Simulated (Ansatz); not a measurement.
## Al: single point with r2SCAN50

Al:

```
CELL_PARAMETERS angstrom
4.49160 0.00000 0.00000
-2.24580 3.88984 0.00000
0.00000 0.00000 2.72260
ATOMIC_POSITIONS crystal
Al 0.33333 0.66667 0.00000
Al 0.66667 0.33333 0.00000
```

The cell was built by a generator and needn't be a form met in nature.

```json
{
  "Program": "Ansatz 0.2.0",
  "Task": "single point",
  "Functional": "r2SCAN50",
  "Potentials or basis": "Ansatz PAW",
  "Cutoff": "500 eV (not typed: the program's choice for these potentials)",
  "k mesh": "4 × 4 × 5",
  "Occupations": "fermi-dirac, width 0.05 eV",
  "Spin": "no spin polarisation"
}
```

* Pressure: 1.0 GPa
* Band gap on the k mesh: none (metal or under the smearing width)

Stress tensor (GPa, compression positive):
```
-0.48  0.00  0.00
 0.00 -0.48  0.00
 0.00  0.00  3.97
```

Levels at points of the mesh, in eV from the Fermi level:
```csv
k point,band 1,band 2,band 3,band 4,band 5,band 6,band 7
"(0.00, 0.00, 0.00)",-12.64,-2.26,-2.26,0.55,3.47,3.47,7.10
"(0.00, -0.50, 0.00)",-10.54,-8.74,-3.68,1.01,9.44,9.71,9.85
```

It used 15 s of CPU time on 1 × NVIDIA H100 80GB HBM3 with 2 threads of AMD EPYC 7R13 Processor (Zen 3) (shared host), which was overloaded at the time.

Caveat: the k mesh is coarse (spacing up to 0.46 Å⁻¹), so the values aren't converged, least of all with exact exchange; the PAW data sets come from PBE, with cores solved anew for the run's functional, which leaves a small shift of forces and pressure; the thresholds are loose for stress.
